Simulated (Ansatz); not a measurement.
# SrO: the cost of one run

Computed with Ansatz 0.2.0 (DFT LDA, scalar-relativistic, plane waves, PAW, unless a step's input says otherwise).

4 further runs of the same task are left out: 1 that didn't finish, 3 set aside as unsound or not needed.

### Step 1. The system as given

It takes space group Fm-3m (No. 225, cubic). Conventional cell: a = 5.064 Å, b = 5.064 Å, c = 5.064 Å, α = 90.00°, β = 90.00°, γ = 90.00°. Around Sr (site symmetry m-3m) lie 6 O at 2.53 Å. Around O (site symmetry m-3m) lie 6 Sr at 2.53 Å.

As a file:

```
Sr O
1.0
     0.00000    2.53219    2.53219
     2.53219    0.00000    2.53219
     2.53219    2.53219    0.00000
Sr O
1 1
Cartesian
  0.0000 0.0000 0.0000
  2.5322 2.5322 2.5322
```

It is the result of an earlier relaxation at this level (volume 16.24 Å³/atom; gap on the mesh: 3.12 eV).

### Step 2. Plan of the line

The energy is mapped over a normal mode and a strain (zone-centre modes of the cell shown, which folds in the wave vector (0, 0, 1/2) of the primitive cell) (x along [1 0 0], y along [0 1 0], z along [0 0 1] of the conventional cell).

First coordinate, amplitude of mode 8 (217 cm⁻¹), largest displacement in the unstrained cell: 7 values from −0.136 Å. Second coordinate, equal normal strain along x, y and z: 7 values from −2.50 %.

Nothing else is relaxed (the pattern is fixed in fractional coordinates). Energies count from the relaxed high-symmetry cell. Points are written as (first, second).

The modes come from a phonon run on the reference cell, made beforehand.

Displacement patterns for an amplitude of 1 (Å):

```csv
atom,x1,y1,z1
Sr1,0.000,0.000,-0.183
Sr2,0.000,0.000,-0.183
O3,0.000,0.000,1.000
O4,0.000,0.000,1.000
```

### Step 3. Point (−0.091 Å, −2.50 %)

File input.yaml:

```yaml
crystal:
  lattice:
    - [0.0, -2.4688803779, -2.4688803779]
    - [-2.4688803779, 0.0, -2.4688803779]
    - [2.4688803779, 2.4688803779, -4.9377607559]
  atoms:
    - { symbol: Sr, position: [-0.0016350892, -0.0016350892, -0.0016350892] }
    - { symbol: Sr, position: [0.4983649108, 0.4983649108, 0.4983649108] }
    - { symbol: O, position: [0.758954717, 0.758954717, 0.758954717] }
    - { symbol: O, position: [0.258954717, 0.258954717, 0.258954717] }
basis:
  ecutwfc: 520.0
kpoints:
  mp_grid: { grid: [9, 9, 8] }
hamiltonian:
  xc: lda
  pseudopotentials: { kind: paw }
scf:
  occupations: { method: gaussian, width: 0.05 }
output:
  forces: true
  stress: true
  eigenvalues: true
```

The run is started by

```
$ ansatz run input.yaml --threads 1 --pin off --max-ram 2048MiB --backend cpu --events-out ev --progress --plain --runs-dir out
```

Q: Estimate wall time and peak memory on 1 thread of Arm Neoverse N1, shared host.

About 48 s, with a peak of 0.52 GiB.
